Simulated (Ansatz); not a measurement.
input.yaml (Ansatz)

```yaml
crystal:
  lattice:
    - [1.7889446896, 0.0, 0.0]
    - [-0.8944723448, 1.5492715471, 0.0]
    - [0.0, 0.0, 22.5370420422]
  atoms:
    - { symbol: B, position: [1.0, 1.0, 0.0] }
    - { symbol: B, position: [1.0, 1.0, 0.5] }
    - { symbol: B, position: [0.3333333333, 0.6666666667, 0.25] }
    - { symbol: B, position: [0.6666666667, 0.3333333333, 0.75] }
hamiltonian:
  xc: revpbe
  pseudopotentials:
    kind: paw
    azcp:
      B: "pseudopotentials/B.paw.azcp"
basis:
  ecutwfc: 420
  fft_grid_basis: typed
kpoints:
  mp_grid: { grid: [23, 23, 2], shift: [0, 0, 0] }
magnetization:
  spin_polarized: false
scf:
  occupations: { method: fermi_dirac, width: 0.1 }
  lower_state_search: "off"
output:
  stress: true
```

Terminal output

```
Engine: ansatz 0.2.0, x86_64-unknown-linux-gnu
Pseudopotentials: kind: paw
Pseudopotential: B, paw, valence charge 3, recommended cutoff 420 eV (normal) 
Functional definition: revPBE
  parameter kappa = 1.245
  parameter beta = 0.06672455060314922
  exchange = pbe_x(kappa = kappa, mu = beta*pi^2/3)
  correlation = pbe_c(beta = beta)
Crystal: 4 atoms, lattice volume = 62.463 Å³
Basis set: ecut = 420 eV, 1101 PW (Γ)
Bands: 10, of which v1, the nominal top of the filled ones, is band 6 counted from 1 (5 counted from 0)
Symmetry: 24 space group operations
Space group: P63/mmc (ITA 194), of the structure as read, at distance tolerance 4.0e-5 Å
k-points: 112 of 1058
Non-local potential: B, projectors of the file, l = 0: 2, l = 1: 2, l = 2: 1
PAW form: soft (Blöchl's): semilocal exchange-correlation on the pseudo side does not see the compensation charge
PAW frozen core: B, regenerated for the run's functional, and the local potential with it (the file was generated under x = pbe(κ = 0.804, μ = 0.2195149727645171), c = pbe(β = 0.06672455060314922))
PAW one-centre angular grid: B, 110 points (default); XC on 64 Gauss nodes
Initial density: superposition of atomic densities (neutral atoms: chi_scale 0, normalization atom), corrected by the library's trained network
Initial wavefunctions: pseudopotential atomic-orbital guess
Functional: x = revpbe(κ = 1.245, μ = 0.2195149727645171), c = pbe(β = 0.06672455060314922)
SCF iter   1: F=—  HF=-623.829916 eV  |F-HF|=—  |Δ(HF+E_count)|=         —  Δρ=1.46e-2  dr2=1.54e-1  ethr=1.77e-3  ⟨swp⟩=5.9  Hψ=7949  notcnv=0
SCF iter   2: F=—  HF=-623.792860 eV  |F-HF|=—  |Δ(HF+E_count)|=   3.71e-2  Δρ=3.40e-3  dr2=3.54e-3  ethr=1.29e-3  ⟨swp⟩=3.2  Hψ=3050  notcnv=0  defer=1
SCF iter   3: F=—  HF=-623.799554 eV  |F-HF|=—  |Δ(HF+E_count)|=   6.69e-3  Δρ=4.67e-4  dr2=2.15e-4  ethr=2.95e-5  ⟨swp⟩=2.6  Hψ=2270  notcnv=0  defer=1
SCF iter   4: F=—  HF=-623.799865 eV  |F-HF|=—  |Δ(HF+E_count)|=   3.11e-4  Δρ=7.42e-5  dr2=3.39e-6  ethr=1.79e-6  ⟨swp⟩=2.4  Hψ=2013  notcnv=0  defer=1
SCF iter   5: F=—  HF=-623.799868 eV  |F-HF|=—  |Δ(HF+E_count)|=   2.64e-6  Δρ=5.19e-6  dr2=2.95e-8  ethr=2.83e-8  ⟨swp⟩=2.4  Hψ=1951  notcnv=0  defer=1
SCF iter   6: F=-623.799868 eV  HF=-623.799868 eV  |F-HF|=8.53e-12  |Δ(HF+E_count)|=   7.65e-9  Δρ=4.22e-7  dr2=1.71e-10  ethr=2.46e-10  ⟨swp⟩=2.6  Hψ=4415  notcnv=0
SCF 1 converged in 6 iterations: F = -623.799868 eV  dr2 = 1.71e-10
SCF converged after 6 iterations
Free energy (F): -623.799868 eV
Harris-Foulkes:  -623.799868 eV  (|F-HF|=8.53e-12)
Internal energy: -623.741714 eV  (E = F + TS)
E sigma→0 (E₀):  -623.770791 eV
Entropy (-TS):   -0.058154 eV (-14.539 meV/atom)
Fermi energy:    3.173910 eV
--- Per-component energies (eV) ---
  E_band       = -59.147516
  E_kinetic    = 191.683378
  E_local      = -575.577512  (includes V_loc(G=0)·N_el)
  E_nonlocal   = 40.020388
  E_hartree    = 220.910374
  E_xc         = -125.086460
  E_vxc        = -147.794688  (∫ρ·V_xc dr)
  E_paw        = -316.968214  (= ΣΔE_a)
  E_vpaw       = -9.300032  (= ΣTr[D̂ρ^β])
  E_aug_tail   = -0.000012  (compensation charges beyond the density's cutoff)
  E_ewald      = -58.688034
  E_core_change = -0.035621  (= ΣΔE_core)
  E_smearing   = -0.058154  (= −TS)
  E_closure    = 0.000000  (closes the sum)
  Σ components = -623.799868   (vs F -623.799868, Δ=0.00e0)
--- Stress (GPa, compression-positive) ---
      -16.964964      -0.000000       0.000000
       -0.000000     -16.964964      -0.000000
        0.000000      -0.000000       0.043171
  P = ⅓ Tr σ = -11.2956 GPa (-112.956 kbar)
```
